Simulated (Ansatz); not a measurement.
# graphene on Ni(111): work function and capacitance, part 2 of 6

Aim: how a film of graphene changes the work function of Ni(111), and how thick it looks to a field.

Ansatz 0.2.0; plane-wave DFT, PBE, Ansatz PAW (the session's first sound run).

So far, work function, upper face (eV): step 2 (the bare metal) 5.10.

## Step 3: Film on the metal, relaxed, 6 atoms, units 1

System of this step: 1 unit of graphene on Ni(111). The cell holds 6 atoms: 4 Ni and 2 C. Its edges and angles: a = 2.467 Å, b = 2.467 Å, c = 26.240 Å, α = 90.0°, β = 90.0°, γ = 120.0°. Regions: metal, 4 atoms (4 Ni); film, 2 atoms (2 C). Vacuum lies along c.

The structure is relaxed first, because levels and dipoles at a surface follow the positions of the outer atoms.

Input file input.yaml:

```yaml
crystal:
  lattice:
    - [2.467, 0.0, 0.0]
    - [-1.2335, 2.1364846711, 0.0]
    - [0.0, 0.0, 26.2403072607]
  atoms:
    - { symbol: Ni, position: [0.0, 0.0, 0.3429837887], spin: 0.7 }
    - { symbol: Ni, position: [0.66666667, 0.33333333, 0.420984746], spin: 0.7 }
    - { symbol: Ni, position: [0.33333333, 0.66666667, 0.4989857033], spin: 0.7 }
    - { symbol: Ni, position: [0.0, 0.0, 0.5769866606], spin: 0.7 }
    - { symbol: C, position: [0.0, 0.0, 0.6570162113] }
    - { symbol: C, position: [0.66666666, 0.33333334, 0.6570162113] }
magnetization:
  spin_polarized: true
kpoints:
  mp_grid: { grid: [18, 18, 1] }
hamiltonian:
  xc: pbe
scf:
  occupations: { method: fermi_dirac, width: 0.1 }
  convergence: { dr2_threshold: 1.0e-09 }
efield:
  axis: 3
  dipole_correction: true
  ramp_position: 0.97
  ramp_width: 0.06
relax:
  f_tol: 0.005
  max_steps: 90
  constraints: [{ sites: [0, 1] }]
output:
  write_potential: true
  write_density: true
  volumetric_format: npy
```

Run with:

```
$ ansatz run input.yaml --threads 4 --pin off --max-ram 12288MiB --backend cpu --events-out ev --progress --plain --runs-dir out
```

Numbers of over 12 decimals in the logs are rounded to 6 here.

The log of the run:

```text
[...]
Crystal: 6 atoms, lattice volume = 138.305 Å³
Basis set: ecut = 420 eV, 2613 PW (Γ), exchange–correlation on 36×36×360 points (8 copies of the dense FFT grid, shifted against one another)
Bands: 50, of which v1, the nominal top of the filled ones, is band 40 counted from 1 (39 counted from 0)
Symmetry: 6 space group operations
k-points: 37 of 324 (time reversal used)
[...]
Starting moments: Σ|m| = 2.8 μB on 4 of 6 sites
[...]
SCF iter   1: F=—  HF=-23856.446992 eV  |F-HF|=—  |Δ(HF+E_count)|=         —  Δρ=3.75e-2 (↑2.51e-2 ↓3.75e-2)  dr2=4.65e0  dr2_m=2.22e-1  M=2.912 μB ∫|m|=3.078 μB  β_m=1.00  ethr=3.10e-3  p=-0.000 e·Å  D=-4.19e-9 V/Å  ΔV_dip=0.00 eV  dr2_dipole=8.00e-2  V_vac-E_F(+/−)=7.29/7.29 eV  ⟨swp⟩=10.8  Hψ=18810  notcnv=0  defer=60
[...]
SCF iter  19: F=-23859.501047 eV  HF=-23859.501047 eV  |F-HF|=3.64e-12  |Δ(HF+E_count)|=  1.06e-10  Δρ=1.57e-7 (↑5.88e-8 ↓1.57e-7)  dr2=1.07e-10  dr2_m=4.80e-12  M=2.466 μB ∫|m|=2.844 μB  ethr=1.04e-12  p=0.049 e·Å  D=6.45e-2 V/Å  ΔV_dip=-1.69 eV  dr2_dipole=2.88e-11  V_vac-E_F(+/−)=3.42/5.11 eV  ⟨swp⟩=6.0  Hψ=20546  notcnv=0
SCF 1 converged in 19 iterations: F = -23859.501047 eV  dr2 = 1.07e-10
[...]
relax step   1: F+E_penalty+E_count = -23859.50104742 eV  Δ(F+E_penalty+E_count) = +0.000e0 eV  max|allowed force component| = 2.774e-1 eV/Å  Δτ_max = 0.0000 Å  (19 SCF iters, accepted)
[...]
SCF iter  12: F=-23859.503974 eV  HF=-23859.503974 eV  |F-HF|=6.62e-10  |Δ(HF+E_count)|=  1.82e-10  Δρ=4.45e-7 (↑1.65e-7 ↓4.45e-7)  dr2=7.24e-10  dr2_m=3.21e-11  M=2.471 μB ∫|m|=2.849 μB  ethr=1.25e-12  p=0.049 e·Å  D=6.41e-2 V/Å  ΔV_dip=-1.68 eV  dr2_dipole=4.98e-11  V_vac-E_F(+/−)=3.43/5.11 eV  ⟨swp⟩=6.1  Hψ=22222  notcnv=0
SCF 2 converged in 12 iterations: F = -23859.503974 eV  dr2 = 7.24e-10
relax step   2: F+E_penalty+E_count = -23859.50397399 eV  Δ(F+E_penalty+E_count) = -2.927e-3 eV  max|allowed force component| = 2.152e-1 eV/Å  Δτ_max = 0.0109 Å  (12 SCF iters, accepted)
SCF iter   1: F=—  HF=-23859.520767 eV  |F-HF|=—  |Δ(HF+E_count)|=         —  Δρ=3.02e-3 (↑2.91e-3 ↓3.02e-3)  dr2=3.89e-2  dr2_m=7.81e-4  M=2.487 μB ∫|m|=2.868 μB  β_m=1.00  ethr=2.67e-4  p=0.049 e·Å  D=6.41e-2 V/Å  ΔV_dip=-1.68 eV  dr2_dipole=2.20e-3  V_vac-E_F(+/−)=3.44/5.12 eV  ⟨swp⟩=4.4  Hψ=10004  notcnv=0  defer=130
[...]
SCF iter  16: F=-23859.510361 eV  HF=-23859.510361 eV  |F-HF|=3.20e-10  |Δ(HF+E_count)|=  3.27e-11  Δρ=2.94e-7 (↑8.14e-8 ↓2.94e-7)  dr2=4.41e-10  dr2_m=1.53e-11  M=2.493 μB ∫|m|=2.877 μB  ethr=1.00e-12  p=0.047 e·Å  D=6.21e-2 V/Å  ΔV_dip=-1.63 eV  dr2_dipole=6.00e-11  V_vac-E_F(+/−)=3.48/5.11 eV  ⟨swp⟩=6.1  Hψ=17099  notcnv=0
SCF 3 converged in 16 iterations: F = -23859.510361 eV  dr2 = 4.41e-10
relax step   3: F+E_penalty+E_count = -23859.51036147 eV  Δ(F+E_penalty+E_count) = -6.387e-3 eV  max|allowed force component| = 4.643e-2 eV/Å  Δτ_max = 0.0410 Å  (16 SCF iters, accepted)
[...]
relax step   4: F+E_penalty+E_count = -23859.51097330 eV  Δ(F+E_penalty+E_count) = -6.118e-4 eV  max|allowed force component| = 1.091e-2 eV/Å  Δτ_max = 0.0229 Å  (16 SCF iters, accepted)
SCF iter   1: F=—  HF=-23859.511403 eV  |F-HF|=—  |Δ(HF+E_count)|=         —  Δρ=5.21e-4 (↑5.21e-4 ↓5.19e-4)  dr2=1.29e-3  dr2_m=7.08e-6  M=2.503 μB ∫|m|=2.889 μB  β_m=1.00  ethr=1.61e-5  p=0.047 e·Å  D=6.14e-2 V/Å  ΔV_dip=-1.61 eV  dr2_dipole=1.17e-4  V_vac-E_F(+/−)=3.50/5.11 eV  ⟨swp⟩=2.6  Hψ=7331  notcnv=0  defer=141
[...]
SCF iter  13: F=-23859.511023 eV  HF=-23859.511023 eV  |F-HF|=8.04e-10  |Δ(HF+E_count)|=  7.49e-10  Δρ=4.10e-7 (↑8.21e-8 ↓4.10e-7)  dr2=7.10e-10  dr2_m=6.38e-11  M=2.505 μB ∫|m|=2.891 μB  ethr=1.00e-12  p=0.047 e·Å  D=6.11e-2 V/Å  ΔV_dip=-1.60 eV  dr2_dipole=1.62e-10  V_vac-E_F(+/−)=3.51/5.11 eV  ⟨swp⟩=5.9  Hψ=20638  notcnv=0
SCF 5 converged in 13 iterations: F = -23859.511023 eV  dr2 = 7.10e-10
relax step   5: F+E_penalty+E_count = -23859.51102256 eV  Δ(F+E_penalty+E_count) = -4.926e-5 eV  max|allowed force component| = 1.025e-3 eV/Å  Δτ_max = 0.0082 Å  (13 SCF iters, accepted)
NSCF: frozen V_eff on 37 k-points
[...]
SCF converged after 13 iterations
Magnetization: 2.5046 μB (41.2523 up, 38.7477 down)
Absolute magnetization: 2.8938 μB (∫|ρ↑−ρ↓|, with the PAW one-centre terms)
[...]
Per-site moments (μB) at R_I (Å): [(0.713376, 1.017637), (0.698464, 1.017637), (0.660557, 1.017637), (0.570008, 0.907434), (-0.010447, 0.587536), (0.015998, 0.587536)]
Free energy (F): -23859.511023 eV
[...]
Internal energy: -23859.279949 eV  (E = F + TS)
E sigma→0 (E₀):  -23859.395486 eV
Entropy (-TS):   -0.231074 eV (-38.512 meV/atom)
Fermi energy:    4.320251 eV
Dipole field:    D = 0.061063 V/Å  (p = 0.046672 e·Å, saw-weighted, corrected)
Work function:   Φ+ = 3.5088 eV   Φ− = 5.1110 eV
[...]
--- Forces (eV/Å), atoms counted from 1 ---
  atom   1  Ni     0.00000000    -0.00000000     0.14879708
  atom   2  Ni    -0.00000000    -0.00000000    -0.14947149
  atom   3  Ni     0.00000000    -0.00000000    -0.00027761
  atom   4  Ni     0.00000000     0.00000000    -0.00039962
  atom   5  C      0.00000000     0.00000000     0.00102525
  atom   6  C     -0.00000000    -0.00000000     0.00033102
  max |Σ_I F_I| component: 4.64e-6 eV/Å
--- Band table (eV; the first three rows and the last of 74) ---
  k-point 0 ↑: bands = [... 36 lower, 3.0243, 3.1686, 3.1686, 3.4922, 3.4922, 3.6743, 3.6743, 3.9886, ... 6 higher]
  k-point 1 ↑: bands = [... 36 lower, 2.9925, 3.1760, 3.1913, 3.3003, 3.4912, 3.5741, 3.6759, 4.4120, ... 6 higher]
  k-point 2 ↑: bands = [... 36 lower, 2.9295, 2.9626, 3.1797, 3.2271, 3.4883, 3.6802, 3.7253, 5.0203, ... 6 higher]
  k-point 36 ↓: bands = [... 36 lower, 4.2617, 4.3227, 4.3397, 4.4653, 4.8894, 9.4955, 9.7498, 9.8407, ... 6 higher]
--- Relaxed structure (5 steps of the walk, 5 accepted, 0 SCFs on fresh bases) ---
  F+E_penalty+E_count = -23859.51102256 eV   max|allowed force component| = 1.025e-3 eV/Å
  atoms:
    - { symbol: Ni, position: [1.2335811476632917e-17, -2.467162295326584e-17, 0.3429837887] }
    - { symbol: Ni, position: [0.666667, 0.333333, 0.420985] }
    - { symbol: Ni, position: [0.333333, 0.666667, 0.498452] }
[...]
- { symbol: C, position: [1.440008943477596e-17, -2.4671622953265846e-17, 0.659638] }
    - { symbol: C, position: [0.666667, 0.333333, 0.659803] }
```

Wall time 1.8 min (4 threads of Arm Neoverse V1, shared host); peak memory 0.7 GiB; 7.2 min of CPU time.

The steps of the relaxation:

```csv
step,energy less that of the first step (eV),largest force component (eV/Å)
1,0.0000,0.2774
2,-0.0029,0.2152
3,-0.0093,0.0464
4,-0.0099,0.0109
5,-0.0100,0.0010
```

The run keeps the 6 symmetry operations that it works with, so distortions that break them were not tested.

The atoms that moved most (Å):

```csv
atom,dx,dy,dz,length
C6,0.000,0.000,0.073,0.073
C5,0.000,0.000,0.069,0.069
Ni4,0.000,0.000,-0.031,0.031
Ni3,0.000,0.000,-0.014,0.014
```

Numbers from this step:

```
energy at zero smearing        : -23859.3955 eV
total moment                   : 2.505 μB
site moments                   : 0.7134, 0.6985, 0.6606, 0.5700, -0.01045, 0.01600 μB
work function, upper face      : 3.509 eV
work function, lower face      : 5.111 eV
dipole along the normal        : 0.04667 e·Å
step between the vacuum levels : -1.602 eV
```

Running mean over 2.047 and then 3.35 Å of the planar mean; the ramp of the sawtooth is left out. The electron's electrostatic potential energy less the Fermi level by z:

z (Å), electron's electrostatic potential energy less the Fermi level (eV) and a bar from the least value:
```
        4        5.1 ##############################
        5        5.1 ##############################
        6        4.6 #############################
        7        1.6 #######################
        8       -3.0 ###############
        9       -7.5 ######
       10      -10.2 #
       11      -10.6 #
       12      -10.6 #
       13      -10.6 #
       14      -10.6 #
       15      -10.5 #
       16      -10.9 
       17       -9.7 ##
       18       -6.0 #########
       19       -1.4 ##################
       20        2.6 #########################
       21        3.5 ###########################
       22        3.5 ###########################
       23        3.5 ###########################
```

Site moment by atom:

```csv
atom,site moment (μB)
Ni1,0.713
Ni2,0.698
Ni3,0.661
Ni4,0.570
C5,-0.010
C6,0.016
```

The relaxation took 5 steps and lowered the energy by 0.0100 eV; the largest force on the free atoms ends at 0.0010 eV/Å.

The work function is now 3.51 eV, -1.59 eV from the bare metal.

## Step 4: Single point, 6 atoms, units 1, field 0.1 V/Å

A sawtooth potential applies the field, turning back in the middle of the vacuum. With the dipole correction the typed value is the field outside the slab. The induced dipole is small, so the SCF threshold is tight.

Input file input.yaml:

```yaml
crystal:
  lattice:
    - [2.467, 0.0, 0.0]
    - [-1.2335, 2.1364846711, 0.0]
    - [0.0, 0.0, 26.2403072607]
  atoms:
    - { symbol: Ni, position: [0.0, 0.0, 0.3429837887], spin: 0.7 }
    - { symbol: Ni, position: [0.6666666667, 0.3333333333, 0.420984746], spin: 0.7 }
    - { symbol: Ni, position: [0.3333333333, 0.6666666667, 0.4984516049], spin: 0.7 }
    - { symbol: Ni, position: [0.0, 0.0, 0.5758039718], spin: 0.7 }
    - { symbol: C, position: [0.0, 0.0, 0.6596383124] }
    - { symbol: C, position: [0.6666666667, 0.3333333333, 0.6598033066] }
magnetization:
  spin_polarized: true
kpoints:
  mp_grid: { grid: [18, 18, 1] }
hamiltonian:
  xc: pbe
scf:
  occupations: { method: fermi_dirac, width: 0.1 }
  convergence: { dr2_threshold: 1.0e-10 }
efield:
  axis: 3
  dipole_correction: true
  ramp_position: 0.9441
  ramp_width: 0.0963
  amplitude: 0.1
output:
  write_potential: true
  write_density: true
  volumetric_format: npy
```

The log of the run:

```text
[...]
Crystal: 6 atoms, lattice volume = 138.305 Å³
Basis set: ecut = 420 eV, 2613 PW (Γ)
Bands: 50, of which v1, the nominal top of the filled ones, is band 40 counted from 1 (39 counted from 0)
Symmetry: 6 space group operations
k-points: 37 of 324 (time reversal used)
[...]
Starting moments: Σ|m| = 2.8 μB on 4 of 6 sites
[...]
SCF iter   1: F=—  HF=-23856.626971 eV  |F-HF|=—  |Δ(HF+E_count)|=         —  Δρ=4.50e-2 (↑2.63e-2 ↓4.50e-2)  dr2=4.79e0  dr2_m=6.54e-1  M=3.316 μB ∫|m|=3.505 μB  β_m=1.00  ethr=3.10e-3  p=0.032 e·Å  D=4.25e-2 V/Å  ΔV_dip=-1.11 eV  dr2_dipole=1.83e-1  V_vac-E_F(+/−)=7.80/6.61 eV  ⟨swp⟩=10.7  Hψ=18732  notcnv=0  defer=55
[...]
SCF iter  19: F=-23859.517294 eV  HF=-23859.517294 eV  |F-HF|=5.82e-11  |Δ(HF+E_count)|=  9.46e-11  Δρ=1.50e-7 (↑8.97e-8 ↓1.50e-7)  dr2=5.62e-11  dr2_m=2.27e-12  M=2.505 μB ∫|m|=2.892 μB  ethr=1.00e-12  p=0.079 e·Å  D=1.03e-1 V/Å  ΔV_dip=-2.70 eV  dr2_dipole=2.82e-13  V_vac-E_F(+/−)=4.08/4.48 eV  ⟨swp⟩=12.7  Hψ=13910  notcnv=0
SCF 1 converged in 19 iterations: F = -23859.517294 eV  dr2 = 5.62e-11
[...]
SCF converged after 19 iterations
Magnetization: 2.5053 μB (41.2527 up, 38.7473 down)
Absolute magnetization: 2.8952 μB (∫|ρ↑−ρ↓|, with the PAW one-centre terms)
[...]
Per-site moments (μB) at R_I (Å): [(0.712468, 1.017637), (0.698196, 1.017637), (0.660650, 1.017637), (0.571668, 0.907434), (-0.010511, 0.587536), (0.016281, 0.587536)]
Free energy (F): -23859.517294 eV
[...]
Internal energy: -23859.286331 eV  (E = F + TS)
E sigma→0 (E₀):  -23859.401812 eV
Entropy (-TS):   -0.230962 eV (-38.494 meV/atom)
Fermi energy:    4.304346 eV
Dipole field:    D = 0.102876 V/Å  (p = 0.078630 e·Å, saw-weighted, corrected)
Work function:   not extracted (applied field tilts the vacuum); planar V_es + V_field profile in the machine report
[...]
--- Band table (eV; the first three rows and the last of 74) ---
  k-point 0 ↑: bands = [... 36 lower, 3.0085, 3.1525, 3.1525, 3.4756, 3.4756, 3.6584, 3.6584, 3.9563, ... 6 higher]
  k-point 1 ↑: bands = [... 36 lower, 2.9766, 3.1600, 3.1744, 3.2806, 3.4746, 3.5566, 3.6600, 4.3854, ... 6 higher]
  k-point 2 ↑: bands = [... 36 lower, 2.9135, 2.9434, 3.1636, 3.2104, 3.4718, 3.6642, 3.7084, 4.9953, ... 6 higher]
  k-point 36 ↓: bands = [... 36 lower, 4.2497, 4.3052, 4.3237, 4.4525, 4.8772, 9.4796, 9.7335, 9.8251, ... 6 higher]
```

The job ended after 34 s (4 threads; peak memory 0.81 GiB; 2.2 min of CPU time).

In the SCF lines HF is the Harris–Foulkes energy and dr2 the Hartree energy of the density residual, in eV; the loop may stop once dr2 is under the threshold and the program's other checks hold. Hψ counts applications of the Hamiltonian.

This step gave:

```yaml
energy_at_zero_smearing: -23859.4018 eV
site_moments: 0.7125, 0.6982, 0.6606, 0.5717, -0.01051, 0.01628 μB
dipole_along_the_normal: 0.07863 e·Å
```

The dipole is 0.0786 e·Å.

## Step 5: Atoms held, 6 atoms, units 1, field -0.1 V/Å

Edit input.yaml of step 4 so:

```diff
@@ -26,3 +26,3 @@
   ramp_width: 0.0963
-  amplitude: 0.1
+  amplitude: -0.1
 output:
```

The log of the run:

```text
[...]
Crystal: 6 atoms, lattice volume = 138.305 Å³
Basis set: ecut = 420 eV, 2613 PW (Γ)
Bands: 50, of which v1, the nominal top of the filled ones, is band 40 counted from 1 (39 counted from 0)
Symmetry: 6 space group operations
k-points: 37 of 324 (time reversal used)
[...]
Starting moments: Σ|m| = 2.8 μB on 4 of 6 sites
[...]
SCF iter   1: F=—  HF=-23856.614847 eV  |F-HF|=—  |Δ(HF+E_count)|=         —  Δρ=4.49e-2 (↑2.64e-2 ↓4.49e-2)  dr2=4.82e0  dr2_m=6.57e-1  M=3.317 μB ∫|m|=3.505 μB  β_m=1.00  ethr=3.10e-3  p=-0.032 e·Å  D=-4.24e-2 V/Å  ΔV_dip=1.11 eV  dr2_dipole=1.85e-1  V_vac-E_F(+/−)=6.64/7.84 eV  ⟨swp⟩=10.8  Hψ=18831  notcnv=0  defer=45
[...]
SCF iter  19: F=-23859.507954 eV  HF=-23859.507954 eV  |F-HF|=0.00e0  |Δ(HF+E_count)|=  1.09e-11  Δρ=5.88e-8 (↑2.59e-8 ↓5.88e-8)  dr2=6.82e-12  dr2_m=7.08e-13  M=2.504 μB ∫|m|=2.890 μB  ethr=1.00e-12  p=0.015 e·Å  D=1.93e-2 V/Å  ΔV_dip=-0.51 eV  dr2_dipole=3.17e-14  V_vac-E_F(+/−)=2.87/5.69 eV  ⟨swp⟩=12.5  Hψ=13471  notcnv=0
SCF 1 converged in 19 iterations: F = -23859.507954 eV  dr2 = 6.82e-12
[...]
SCF converged after 19 iterations
Magnetization: 2.5039 μB (41.2519 up, 38.7481 down)
Absolute magnetization: 2.8925 μB (∫|ρ↑−ρ↓|, with the PAW one-centre terms)
[...]
Per-site moments (μB) at R_I (Å): [(0.714313, 1.017637), (0.698738, 1.017637), (0.660468, 1.017637), (0.568349, 0.907434), (-0.010383, 0.587536), (0.015715, 0.587536)]
Free energy (F): -23859.507954 eV
[...]
Internal energy: -23859.276773 eV  (E = F + TS)
E sigma→0 (E₀):  -23859.392363 eV
Entropy (-TS):   -0.231181 eV (-38.530 meV/atom)
Fermi energy:    4.310535 eV
Dipole field:    D = 0.019333 V/Å  (p = 0.014777 e·Å, saw-weighted, corrected)
Work function:   not extracted (applied field tilts the vacuum); planar V_es + V_field profile in the machine report
[...]
--- Band table (eV; the first three rows and the last of 74) ---
  k-point 0 ↑: bands = [... 36 lower, 3.0146, 3.1590, 3.1590, 3.4832, 3.4832, 3.6646, 3.6646, 3.9952, ... 6 higher]
  k-point 1 ↑: bands = [... 36 lower, 2.9827, 3.1665, 3.1824, 3.2944, 3.4822, 3.5660, 3.6663, 4.4129, ... 6 higher]
  k-point 2 ↑: bands = [... 36 lower, 2.9198, 2.9561, 3.1701, 3.2183, 3.4793, 3.6705, 3.7165, 5.0194, ... 6 higher]
  k-point 36 ↓: bands = [... 36 lower, 4.2480, 4.3145, 4.3301, 4.4525, 4.8760, 9.4857, 9.7404, 9.8307, ... 6 higher]
```

Wall time 34 s (4 threads); peak memory 0.81 GiB.

Numbers from this step:

- energy at zero smearing: -23859.3924 eV
- total moment: 2.504 μB
- site moments: 0.7143, 0.6987, 0.6605, 0.5683, -0.01038, 0.01571 μB
- dipole along the normal: 0.01478 e·Å

The dipole is 0.0148 e·Å.

## Step 6: Response with the atoms held, 6 atoms, units 1

This step: plane-wave DFT, PBE, Ansatz PAW; a film on a metal in a field, atoms held (Ansatz 0.2.0).

The two fields give this film's response with the atoms held: the electronic part.

Numbers from this step:

```yaml
equivalent_conductor_thickness_p_eps_0ae: 10.96 Å
distance_between_the_outer_atoms: 8.313 Å
vacuum_equivalent_thickness: -1.042 Å
film_thickness: 2.204 Å
```

Local field over the applied field, running mean. From the potentials at -0.1 and 0.1 V/Å; running mean over 2.047 and then 3.35 Å. The local field over applied field by z:

```csv
z (Å),local field over applied field
4.5,0.987
5.0,0.968
5.5,0.927
6.0,0.856
6.5,0.751
7.0,0.621
7.5,0.478
8.0,0.338
8.5,0.212
9.0,0.112
9.5,0.0450
10.0,0.00959
10.5,-0.00237
11.0,-0.00225
11.5,-0.00125
12.0,-0.00157
12.5,-0.00227
13.0,-0.00239
13.5,-0.00123
14.0,0.00132
14.5,0.00541
15.0,0.0120
15.5,0.0221
16.0,0.0450
16.5,0.0919
17.0,0.167
17.5,0.272
18.0,0.399
18.5,0.534
19.0,0.668
19.5,0.788
20.0,0.881
20.5,0.944
21.0,0.978
21.5,0.992
22.0,0.997
```

The induced electron density oscillates, so the rows of the table below give means over windows of 0.5 Å about each position, cut where the curve ends. Its maxima inside the range that stand out by 2 % of the span (Å: e/Å³ per V/Å): 7.87: 0.00414, 9.04: 8.5e-4, 10.64: 2.0e-4, 11.37: 1.8e-4, 13.12: 1.2e-4, 13.70: 1.7e-4, 14.87: 5.0e-5, 16.33: 3.1e-4, 17.35: 0.00105. Its minima: 8.75: -0.00161, 9.33: -9.4e-4, 11.08: -3.6e-4, 12.83: -1.4e-4, 13.27: -9.5e-5, 14.43: -1.4e-4, 15.74: -4.1e-4, 16.91: -0.00108, 18.22: -0.00440.

Electrons, planar mean, per unit field. Table of induced electron density by z; means over each step:

```csv
z (Å),induced electron density (e/Å³ per V/Å)
4.5,2.2e-5
5.0,5.9e-5
5.5,1.6e-4
6.0,3.9e-4
6.5,9.2e-4
7.0,0.00197
7.5,0.00342
8.0,0.00383
8.5,6.9e-4
9.0,-2.0e-4
9.5,-3.1e-4
10.0,4.0e-5
10.5,1.4e-4
11.0,-1.0e-4
11.5,6.6e-5
12.0,-9.7e-7
12.5,-3.0e-5
13.0,-2.9e-6
13.5,2.2e-5
14.0,8.5e-5
14.5,-9.1e-5
15.0,-9.1e-5
15.5,-2.6e-4
16.0,-5.2e-5
16.5,1.1e-5
17.0,-5.7e-4
17.5,-7.9e-5
18.0,-0.00369
18.5,-0.00355
19.0,-0.00174
19.5,-6.6e-4
20.0,-2.5e-4
20.5,-8.7e-5
21.0,-3.2e-5
21.5,-1.2e-5
22.0,-4.8e-6
```

By hand: between -0.1 and 0.1 V/Å the dipole changes by 0.06385 e·Å, a slope of 0.3193 e·Å²/V. A perfect conductor of thickness t has p = ε₀AEt, so t = 180.95 × 0.3193 / 5.271 = 10.96 Å (e/ε₀ = 180.95 V·Å, A in Å²).

From the metal's top layer to the film's top atom it is 2.2 Å, gap included. Seen from far outside, the potential is that of a bare conductor whose surface lies 1.04 Å over the top atom: the vacuum-equivalent thickness, -1.04 Å.

(Continued in part 3 of 6.)

[Logs are printed without paths, hosts, clocks, repeated set-up lines and the standing remarks that a program may print on its own settings, such as how far it seeks lower states.]

[Hosts, paths, dates, database ids (printed as entryN), source tags and the programs' standing remarks are cut or masked in the printed files.]

[Maps of the electrostatic potential energy from Ansatz leave out the sawtooth potential of an applied field or a dipole correction, so their vacuum need not be flat; planar profiles and work functions include it.]
